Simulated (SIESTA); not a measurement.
MoS2 under changes of volume

One of the cells (18.105 Å³/atom); the others are scaled copies at fixed shape and fractional positions:

```
Mo S
1.0
     1.59600    0.92145    6.15549
    -1.59600    0.92145    6.15549
     0.00000   -1.84290    6.15549
Mo S
1 2
Direct
  0.00000 0.00000 0.00000
  0.25000 0.25000 0.25000
  0.75000 0.75000 0.75000
```

Measurements of this composition are mostly on another form, of space group No. 194.

```yaml
Program: SIESTA 5.4.2
Functional: PBE
Potentials_or_basis: PseudoDojo 0.4 standard (PBE files)
Basis: DZP (energy shift 0.002 Ry)
Grid_cutoff: 800 Ry
Energy_shift: 0.002 Ry
k_mesh: 10 × 10 × 10
Occupations: fermi-dirac, width 0.05 eV
Spin: no spin polarisation
```

| volume (Å³/atom) | energy over the lowest point (meV/atom) | pressure (GPa) | largest force (eV/Å) |
| --- | --- | --- | --- |
| 16.685 | 148.30 | 22.9 | 2.721 |
| 17.040 | 102.62 | 18.4 | 2.257 |
| 17.395 | 66.49 | 14.3 | 1.828 |
| 18.105 | ? | ? | ? |
| 18.460 | 6.43 | 4.3 | 0.717 |
| 18.815 | 0.00 | 1.6 | 0.399 |

What does the run at 18.105 Å³/atom give?

Energy over the lowest point 19.19 meV/atom; pressure 7.3 GPa; largest force 1.059 eV/Å.

Worked out: A Birch-Murnaghan fit of order 3 (a polynomial in V^(-2/3)) to the other rows has its minimum at 19.04 Å³/atom, just outside them, with B0 = V·E''(V) = 130 GPa and B' = 4.4 at fixed shape and positions, which overstates the stiffness. It gives 19.19 meV/atom at 18.105 Å³/atom, against the run's 19.19, and -dE/dV = 7.3 GPa, against 7.3.

Energies are extrapolated to zero smearing.

Caveats: semicore shells carry a single zeta, which can move pressures by several GPa and volumes by a few percent; the cell's inner coordinates are idealised or old, which leaves forces on the atoms; the basis of atomic orbitals isn't converged, which shifts pressures, moduli and gaps.
